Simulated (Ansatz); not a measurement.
**BaF2: stress in a strained cell**

BaF2 is deformed so: equal xx and yy strain of -2 %. What stress and forces result, by LAPW, PAW and all-electron datasets made for the crystal?

Method: DFT LDA, scalar-relativistic, in Ansatz 0.2.0.

### 1 The starting structure

The structure is cubic, space group Fm-3m (No. 225). The conventional cell has a = 6.200 Å, b = 6.200 Å, c = 6.200 Å, α = 90.00°, β = 90.00°, γ = 90.00°. Ba (site symmetry m-3m) has 8 F at 2.68 Å as nearest neighbours. Around F (site symmetry -43m) lie 4 Ba at 2.68 Å.

Structure file:

```cif
data_structure
_symmetry_space_group_name_H-M 'Fm-3m'
_symmetry_Int_Tables_number 225
_cell_length_a 6.2001
_cell_length_b 6.2001
_cell_length_c 6.2001
_cell_angle_alpha 90.000
_cell_angle_beta 90.000
_cell_angle_gamma 90.000
_cell_volume 238.34
loop_
_atom_site_label
_atom_site_type_symbol
_atom_site_symmetry_multiplicity
_atom_site_Wyckoff_symbol
_atom_site_fract_x
_atom_site_fract_y
_atom_site_fract_z
_atom_site_occupancy
Ba1 Ba 4 a 0.00000 0.00000 0.00000 1
F1 F 8 c 0.25000 0.75000 0.75000 1
```

The file gives the conventional cell by its symmetry; the runs use the cell typed in the input.

Atoms are numbered in the order of the input: Ba1, F2, F3.

### 2 After the deformation

Space group Fm-3m before, I4/mmm after.

### 3 LAPW, all electrons

input.yaml reads:

```yaml
crystal:
  lattice:
    - [0.0, 3.038049, 3.10005]
    - [3.038049, 0.0, 3.10005]
    - [3.038049, 3.038049, 0.0]
  atoms:
    - { symbol: Ba, position: [0.0, 0.0, 0.0] }
    - { symbol: F, position: [0.25, 0.25, 0.25] }
    - { symbol: F, position: [0.75, 0.75, 0.75] }
kpoints:
  mp_grid: { grid: [8, 8, 8] }
  band_path:
    path:
      - [0.0, 0.0, 0.0]
      - [0.0, 0.5, 0.5]
      - [0.25, 0.75, 0.5]
      - [0.0, 0.5, 0.0]
      - [0.0, 0.0, 0.0]
      - [0.5, 0.5, 0.0]
      - [0.37005, 0.62995, 0.0]
      - [-0.37005, 0.37005, 0.0]
      - [0.0, 0.0, 0.0]
    npoints: 5
scf:
  occupations: { method: fermi_dirac, width: 0.01 }
hamiltonian:
  xc: lda
  pseudopotentials: { kind: all_electron, lapw: { basis_error: 0.001 } }
output:
  forces: true
  stress: true
  eigenvalues: true
```

Launch:

```bash
$ ansatz run input.yaml --threads 1 --pin off --max-ram 4096MiB --backend cpu --events-out ev --progress --plain --runs-dir out
```

### 4 Frozen-core PAW

input.yaml reads:

```yaml
crystal:
  lattice:
    - [0.0, 3.038049, 3.10005]
    - [3.038049, 0.0, 3.10005]
    - [3.038049, 3.038049, 0.0]
  atoms:
    - { symbol: Ba, position: [0.0, 0.0, 0.0] }
    - { symbol: F, position: [0.25, 0.25, 0.25] }
    - { symbol: F, position: [0.75, 0.75, 0.75] }
kpoints:
  mp_grid: { grid: [8, 8, 8] }
scf:
  occupations: { method: fermi_dirac, width: 0.01 }
hamiltonian:
  xc: lda
  pseudopotentials: { kind: paw }
output:
  forces: true
  stress: true
  eigenvalues: true
  efg: { contact_densities: true }
```

### 5 All-electron PAW on datasets made for the crystal

Edit input.yaml of step 4 so:

```diff
@@ -15,3 +15,3 @@
   xc: lda
-  pseudopotentials: { kind: paw }
+  pseudopotentials: { kind: all_electron, datasets: crystal }
 output:
```

(Steps that only read results are left out.)

Q: Predict the outcome of this session. Wanted: pressure; largest shear or deviatoric stress.

**Answer**, as computed:

| quantity | value |
| --- | --- |
| pressure | LAPW -2.36, PAW -2.38, crystal datasets -2.37 GPa |
| largest shear or deviatoric stress (LAPW) | 0.72 GPa |

The largest part of the stress beyond the pressure is 0.72 GPa in size, in the zz component; the atoms are carried along and not relaxed. No run of the undeformed cell stands beside it, so the pressure holds what the given cell had before the change. PAW: stress within 0.02 GPa of LAPW. Crystal datasets: stress within 0.01 GPa of LAPW. Spin-orbit coupling is left out, though the cell holds Ba; in elements this heavy it can shift bands and gaps by tenths of an eV.

These are semilocal Kohn-Sham gaps, which aren't the measured quantity. Such gaps usually fall short of the measured ones.
